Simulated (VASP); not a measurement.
# PbSe (Immm) in VASP: electric field gradients with PBE

Aim: the electric field gradients of PbSe with PBE.

All numbers are computed with VASP 6.6.1; they aren't measurements. Logs are shortened: lines on timing, memory, paths and dates and some standing lists are left out, and cuts for length are marked.

## Step 1: The cell of the first run

It takes space group Immm (No. 71, orthorhombic). Conventional cell: a = 4.266 Å, b = 4.395 Å, c = 6.124 Å, α = 90.00°, β = 90.00°, γ = 90.00°. Pb (site symmetry mmm) has 6 Se at 3.06 Å as nearest neighbours. Se (site symmetry mmm) is surrounded by 6 Pb at 3.06 Å.

## Step 2: Electric field gradients, PBE (xy shear strain of -3 %)

Contents of INCAR:

```
PREC = Accurate ; ENCUT = 520
EDIFF = 1E-8 ; ISMEAR = -1
SIGMA = 0.02 ; LREAL = F
LASPH = T ; NELM = 100
ALGO = Normal ; ISIF = 2
LWAVE = F ; LCHARG = F
GGA = PE ; LEFG = T
NBANDS = 17
```

Contents of KPOINTS:

```
regular mesh
0
Gamma
  7 7 7
```

Contents of POSCAR:

```
PbSe
1.0
   -0.0459322500      3.0621500000      3.0621500000
    3.0621500000     -0.0459322500      3.0621500000
    3.0162177500      3.0162177500      0.0000000000
Pb Se
1 1
Direct
    0.0000000000      0.0000000000      0.0000000000
    0.5000000000      0.5000000000      0.5000000000
```

Potentials or basis: VASP PAW PBE potentials, release 64 (Pb_d, Se).

On the command line:

```sh
$ cat potpaw_PBE.64/Pb_d/POTCAR potpaw_PBE.64/Se/POTCAR > POTCAR
$ mpirun -np 1 vasp_std > vasp.out
```

OUTCAR:

```text
PREC = Accurate
   ENCUT = 520
   EDIFF = 1E-8
   ISMEAR = -1
   LREAL = F
   LASPH = T
   NELM = 100
   ISIF = 2
   GGA = PE

 ion  position               nearest neighbor table
   1  0.000  0.000  0.000-   2 3.06   2 3.06   2 3.06   2 3.06   2 3.06   2 3.06
   2  0.500  0.500  0.500-   1 3.06   1 3.06   1 3.06   1 3.06   1 3.06   1 3.06

  LATTYP: Found a body centered orthorhombic cell.
 ALAT       =     4.2655760491
 B/A-ratio  =     1.0304568528
 C/A-ratio  =     1.4357498095

  Lattice vectors:

 A1 = (   0.0459322500,  -3.0621500000,  -3.0621500000)
 A2 = (  -0.0459322500,   3.0621500000,  -3.0621500000)
 A3 = (   3.0621500000,  -0.0459322500,   3.0621500000)

Analysis of symmetry for initial positions (statically):
=====================================================================
 Subroutine PRICEL returns:
 Original cell was already a primitive cell.

 Routine SETGRP: Setting up the symmetry group for a
 body centered orthorhombic supercell.

 Subroutine GETGRP returns: Found  8 space group operations
 (whereof  8 operations were pure point group operations)
 out of a pool of  8 trial point group operations.

The static configuration has the point symmetry D_2h.

Analysis of symmetry for dynamics (positions and initial velocities):
=====================================================================
 Subroutine PRICEL returns:
 Original cell was already a primitive cell.

 Routine SETGRP: Setting up the symmetry group for a
 body centered orthorhombic supercell.

 Subroutine GETGRP returns: Found  8 space group operations
 (whereof  8 operations were pure point group operations)
 out of a pool of  8 trial point group operations.

The dynamic configuration has the point symmetry D_2h.

 Subroutine INISYM returns: Found  8 space group operations
 (whereof  8 operations are pure point group operations),
 and found     1 'primitive' translations

----------------------------------------------------------------------------------------

                                     Primitive cell

  volume of cell :      57.4132

  direct lattice vectors                    reciprocal lattice vectors
    -0.045932250  3.062150000  3.062150000    -0.160870904  0.160870904  0.163283967
     3.062150000 -0.045932250  3.062150000     0.160870904 -0.160870904  0.163283967
     3.016217750  3.016217750  0.000000000     0.165770525  0.165770525 -0.163283967

  length of vectors
     4.330777646  4.330777646  4.265576049     0.280036693  0.280036693  0.285694571

  position of ions in fractional coordinates (direct lattice)
     0.000000000  0.000000000  0.000000000
     0.500000000  0.500000000  0.500000000

  ion indices of the primitive-cell ions
   primitive index   ion index
                 1           1
                 2           2

----------------------------------------------------------------------------------------

 KPOINTS: regular mesh

Automatic generation of k-mesh.
 Grid dimensions read from file:
 generate k-points for:    7    7    7

 Generating k-lattice:

  Cartesian coordinates                     Fractional coordinates (reciprocal lattice)
    -0.022981558  0.022981558  0.023326281     0.142857143  0.000000000  0.000000000
     0.022981558 -0.022981558  0.023326281     0.000000000  0.142857143  0.000000000
     0.023681504  0.023681504 -0.023326281     0.000000000  0.000000000  0.142857143

  Length of vectors
     0.040005242  0.040005242  0.040813510

  Shift w.r.t. Gamma in fractional coordinates (k-lattice)
     0.000000000  0.000000000  0.000000000

 Subroutine IBZKPT returns following result:
 ===========================================

 Found     64 irreducible k-points:

 Following reciprocal coordinates:
            Coordinates               Weight
  0.000000  0.000000  0.000000      1.000000
  0.142857 -0.000000  0.000000      4.000000
  0.285714  0.000000  0.000000      4.000000
  0.428571 -0.000000  0.000000      4.000000
  0.142857  0.142857  0.000000      2.000000
  0.285714  0.142857  0.000000      4.000000
[... 16 lines left out ...]
 -0.142857  0.000000  0.142857      8.000000
  0.285714  0.285714  0.142857      4.000000
 [... further k-points ...]
   k-points           NKPTS =     64   k-points in BZ     NKDIM =     64   number of bands    NBANDS=     17
   number of dos      NEDOS =    301   number of ions     NIONS =      2
   total plane-waves  NPLWV =  32768
   dimension x,y,z NGX =    32 NGY =   32 NGZ =   32
   dimension x,y,z NGXF=    64 NGYF=   64 NGZF=   64
   ions per type =               1   1
   NGX,Y,Z   is equivalent  to a cutoff of  12.28, 12.28, 12.47 a.u.
   NGXF,Y,Z  is equivalent  to a cutoff of  24.57, 24.57, 24.94 a.u.
 SYSTEM =  unknown system
   PREC   = accura    normal or accurate (medium, high low for compatibility)
   ISTART =      0    job   : 0-new  1-cont  2-samecut
   ICHARG =      2    charge: 1-file 2-atom 10-const
   ISPIN  =      1    spin polarized calculation?
   LNONCOLLINEAR =      F non collinear calculations
   LSORBIT =      F    spin-orbit coupling
   LASPH  =      T    aspherical Exc in radial PAW
   ENCUT  =  520.0 eV  38.22 Ry    6.18 a.u.   8.05  8.05  7.93*2*pi/ulx,y,z
   NELM   =    100;   NELMIN=  2; NELMDL= -5     # of ELM steps
   EDIFF  = 0.1E-07   stopping-criterion for ELM
   LREAL  =      F    real-space projection
   EDIFFG = 0.1E-06   stopping-criterion for IOM
   NSW    =      0    number of steps for IOM
   IBRION =     -1    ionic relax: 0-MD 1-quasi-New 2-CG
   NFREE  =      0    steps in history (QN), initial steepest desc. (CG)
   ISIF   =      2    stress and relaxation
   ISYM   =      2    0-nonsym 1-usesym 2-fastsym
   POTIM  = 0.5000    time-step for ionic-motion
   TEBEG  =    0.0;   TEEND  =   0.0 temperature during run
   PSTRESS=    0.0 pullay stress
   NELECT =      20.0000    total number of electrons
   NUPDOWN=      -1.0000    fix difference up-down
   EMIN   =  10.00;   EMAX   =-10.00  energy-range for DOS
   EFERMI =   0.00;   METHOD = LEGACY
   ISMEAR =    -1;   SIGMA  =   0.02  broadening in eV -4-tet -1-fermi 0-gaus
   EFERMI_NEDOS =   21; number of points for ismear=-14 and -15
   IALGO  =     38    algorithm
   IMIX   =      4    mixing-type and parameters
     AMIX     =   0.40;   BMIX     =  1.00
     AMIX_MAG =   1.60;   BMIX_MAG =  1.00
  volume/ion in A,a.u.               =      28.71       193.72
  Fermi-wavevector in a.u.,A,eV,Ry     =   1.151899  2.176773 18.053170  1.326871
  Thomas-Fermi vector in A             =   2.288553
   LORBIT       =      0    0 simple, 1 ext, 2 COOP (PROOUT), +10 PAW based schemes
   GGA     = PE    functional components
[... 5 lines left out ...]
 non-spin polarized calculation
  energy-cutoff  :      520.00
  volume of cell :       57.41
 maximum number of plane-waves:      1570
   NGX = 17   NGY = 17   NGZ = 15

 number of electron      20.0000001 magnetization

 Free energy of the ion-electron system (eV)
  ---------------------------------------------------
  ext. energy  EPLUGINS =         0.00000000
  ---------------------------------------------------
  free energy    TOTEN  =        -8.17845420 eV

  energy without entropy =       -8.17845420  energy(sigma->0) =       -8.17845420

 E-fermi :   5.2209     XC(G=0):  -9.5259

 val. band max:        4.8540969971   @ k =   0.4286  -0.0000   0.0000
 cond. band min:       5.5861573327   @ k =   0.0000   0.0000   0.4286
 fundamental gap:      0.7320603356
 Fermi energy:         5.2209343706

 k-point     1 :       0.0000    0.0000    0.0000
  band No.  band energies     occupation
      1     -11.7895      2.00000
      2     -11.7851      2.00000
      3     -11.7825      2.00000
      4     -11.7799      2.00000
      5     -11.7751      2.00000
      6      -8.5306      2.00000
[... 9 lines left out ...]
     16      11.7715      0.00000
     17      13.2418      0.00000

 k-point     2 :       0.1429   -0.0000    0.0000
  band No.  band energies     occupation
      1     -11.7922      2.00000
      2     -11.7856      2.00000
      3     -11.7811      2.00000
      4     -11.7777      2.00000
      5     -11.7720      2.00000
      6      -8.3799      2.00000
[... 9 lines left out ...]
     16      12.1997      0.00000
     17      14.5627      0.00000

 k-point     3 :       0.2857    0.0000    0.0000
  band No.  band energies     occupation
      1     -11.8008      2.00000
      2     -11.7944      2.00000
      3     -11.7798      2.00000
      4     -11.7647      2.00000
      5     -11.7608      2.00000
      6      -7.9806      2.00000
[... 9 lines left out ...]
     16      13.2844      0.00000
     17      16.6333      0.00000

 k-point     4 :       0.4286   -0.0000    0.0000
  band No.  band energies     occupation
      1     -11.8085      2.00000
      2     -11.8017      2.00000
      3     -11.7789      2.00000
      4     -11.7539      2.00000
      5     -11.7511      2.00000
      6      -7.5588      2.00000
[... 9 lines left out ...]
     16      14.8379      0.00000
     17      15.7370      0.00000

 k-point     5 :       0.1429    0.1429    0.0000
  band No.  band energies     occupation
      1     -11.7975      2.00000
      2     -11.7841      2.00000
      3     -11.7776      2.00000
      4     -11.7764      2.00000
      5     -11.7743      2.00000
      6      -8.3233      2.00000
[... 9 lines left out ...]
     16      12.9992      0.00000
     17      13.9151      0.00000

 k-point     6 :       0.2857    0.1429    0.0000
  band No.  band energies     occupation
      1     -11.8125      2.00000
      2     -11.7859      2.00000
      3     -11.7822      2.00000
      4     -11.7652      2.00000
      5     -11.7628      2.00000
      6      -7.9969      2.00000
[... 9 lines left out ...]
     16      14.0623      0.00000
     17      15.4607      0.00000
[... 281 lines left out ...]
 k-point    21 :      -0.4286    0.0000    0.1429
  band No.  band energies     occupation
      1     -11.8182      2.00000
      2     -11.8006      2.00000
      3     -11.7747      2.00000
      4     -11.7592      2.00000
      5     -11.7509      2.00000
      6      -7.3965      2.00000
[... 9 lines left out ...]
     16      14.5235      0.00000
     17      16.1525      0.00000

 k-point    22 :      -0.2857   -0.0000    0.1429
  band No.  band energies     occupation
      1     -11.8057      2.00000
      2     -11.7993      2.00000
      3     -11.7774      2.00000
      4     -11.7631      2.00000
      5     -11.7582      2.00000
      6      -7.7064      2.00000
[... 9 lines left out ...]
     16      15.2509      0.00000
     17      15.6959      0.00000

 k-point    23 :      -0.1429    0.0000    0.1429
  band No.  band energies     occupation
      1     -11.7932      2.00000
      2     -11.7908      2.00000
      3     -11.7813      2.00000
      4     -11.7748      2.00000
      5     -11.7655      2.00000
      6      -8.1351      2.00000
[... 9 lines left out ...]
     16      13.4291      0.00000
     17      14.4009      0.00000

 k-point    24 :       0.2857    0.2857    0.1429
  band No.  band energies     occupation
      1     -11.8095      2.00000
      2     -11.7869      2.00000
      3     -11.7824      2.00000
      4     -11.7699      2.00000
      5     -11.7595      2.00000
      6      -7.9916      2.00000
[... 9 lines left out ...]
     16      13.7260      0.00000
     17      15.5022      0.00000

 [... further k-points ...]

------------------------ aborting loop because EDIFF is reached ----------------------------------------

  FORCE on cell =-STRESS in cart. coord.  units (eV):
  Direction    XX          YY          ZZ          XY          YZ          ZX
  --------------------------------------------------------------------------------------
  -------------------------------------------------------------------------------------
  Total        0.8201489      0.8201489      0.8128248      0.1806233      0.0000000      0.0000000
  in kB       22.8871450     22.8871450     22.6827580      5.0404890      0.0000000      0.0000000
  external PRESSURE =      22.8190160 kB  Pullay stress =       0.0000000 kB

 VOLUME and BASIS-vectors are now :
 -----------------------------------------------------------------------------
  energy-cutoff  :      520.00
  volume of cell :       57.41
      direct lattice vectors                 reciprocal lattice vectors
    -0.045932250  3.062150000  3.062150000    -0.160870904  0.160870904  0.163283967
     3.062150000 -0.045932250  3.062150000     0.160870904 -0.160870904  0.163283967
     3.016217750  3.016217750  0.000000000     0.165770525  0.165770525 -0.163283967

 POSITION                                       TOTAL-FORCE (eV/Angst)
 -----------------------------------------------------------------------------------
      0.00000      0.00000      0.00000         0.000000      0.000000      0.000000
      3.01622      3.01622      3.06215        -0.000000     -0.000000      0.000000
 -----------------------------------------------------------------------------------
    total drift:                                0.000000     -0.000000     -0.000000

  FREE ENERGIE OF THE ION-ELECTRON SYSTEM (eV)
  ---------------------------------------------------
  free  energy   TOTEN  =        -8.1784542013 eV

  energy  without entropy=       -8.1784542011  energy(sigma->0) =       -8.17845420

 Electric field gradients (V/A^2)
---------------------------------------------------------------------
 ion       V_xx      V_yy      V_zz      V_xy      V_xz      V_yz
---------------------------------------------------------------------
   1       0.246     0.246    -0.493     2.878     0.000     0.000
   2      -0.122    -0.122     0.244   -10.379     0.000     0.000
---------------------------------------------------------------------

 Electric field gradients after diagonalization (V/A^2)
 (convention: |V_zz| > |V_xx| > |V_yy|)
----------------------------------------------------------------------
 ion       V_xx      V_yy      V_zz     asymmetry (V_yy - V_xx)/ V_zz
----------------------------------------------------------------------
   1      -2.631    -0.493     3.124       0.684
   2      10.257     0.244   -10.501       0.953
----------------------------------------------------------------------

           NMR quadrupolar parameters

 Cq : quadrupolar parameter    Cq=e*Q*V_zz/h
 eta: asymmetry parameters     (V_yy - V_xx)/ V_zz
 Q  : nuclear electric quadrupole moment in mb (millibarn)
----------------------------------------------------------------------
 ion       Cq(MHz)       eta       Q (mb)
----------------------------------------------------------------------
   1       0.008       0.684       1.000
   2      -0.025       0.953       1.000
----------------------------------------------------------------------
```

Run time: 50 s. Hardware: 1 thread of Intel Xeon Platinum 8259CL at 2.50GHz (Skylake/Cascade Lake), shared host; peak memory 0.21 GiB.

Results:

```
Free energy            : -8.1785 eV
Pressure               : 2.3 GPa
Band gap on the k mesh : 0.73 eV, indirect (least direct gap 0.84 eV)
```

Stress tensor (GPa, compression positive):
```
2.29 0.50 0.00
0.50 2.29 0.00
0.00 0.00 2.27
```

Levels at points of the mesh, in eV from the valence-band top:
```tsv
k point	band 7	band 8	band 9	band 10	band 11	band 12	band 13	band 14
(0.00, 0.00, 0.00)	-6.11	-1.79	-1.68	-1.55	4.89	4.90	4.94	6.52
```

Electric field gradients, principal values (V/Å²):
```tsv
atom	Vxx	Vyy	Vzz
1 Pb	-0.493	-2.631	3.124
2 Se	0.244	10.257	-10.501
```

Caveat: spin-orbit coupling is left out, which as a rule narrows the gap of such compounds by several tenths of an eV; an odd mesh through Γ misses points on the zone boundary, where band edges often lie.
